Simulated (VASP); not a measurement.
Ti3Al, 4 atoms in the cell. Symmetry: Fm-3m, No. 225, cubic system. The conventional cell has a = 6.368 Å, b = 6.368 Å, c = 6.368 Å, α = 90.00°, β = 90.00°, γ = 90.00°. Ti (site symmetry -43m) has 4 Ti at 2.76 Å and 4 Al at 2.76 Å as nearest neighbours. Ti (site symmetry m-3m) is surrounded by 8 Ti at 2.76 Å. Al (site symmetry m-3m) is surrounded by 8 Ti at 2.76 Å. The cell comes from a database or a generator and needn't be the stable form of this composition.

```yaml
Program: VASP 6.6.1
Task: single point
Functional: PBEsol
Potentials_or_basis: VASP PAW PBE potentials, release 64 (Ti_sv, Al)
Cutoff: 520 eV
k_mesh: 12 × 12 × 12
Occupations: gaussian, width 0.5 eV
Spin: no spin polarisation
Further_INCAR_settings: ALGO = Normal; EDIFF = 1e-06
```

Potentials or basis: VASP PAW PBE potentials, release 64 (Ti_sv, Al).

Run with:

```bash
$ cat potpaw_PBE.64/Ti_sv/POTCAR potpaw_PBE.64/Al/POTCAR > POTCAR
$ mpirun -np 1 vasp_std > vasp.out
```

Hardware: 1 thread of Intel(R) Xeon(R) 6975P-C (Granite Rapids) (shared host).

Estimate the wall time of this run.

It took 57 s on 1 thread of Intel(R) Xeon(R) 6975P-C (Granite Rapids), with other jobs on the host, peak memory 0.25 GiB. Counts: scf iterations 15, k points 72.
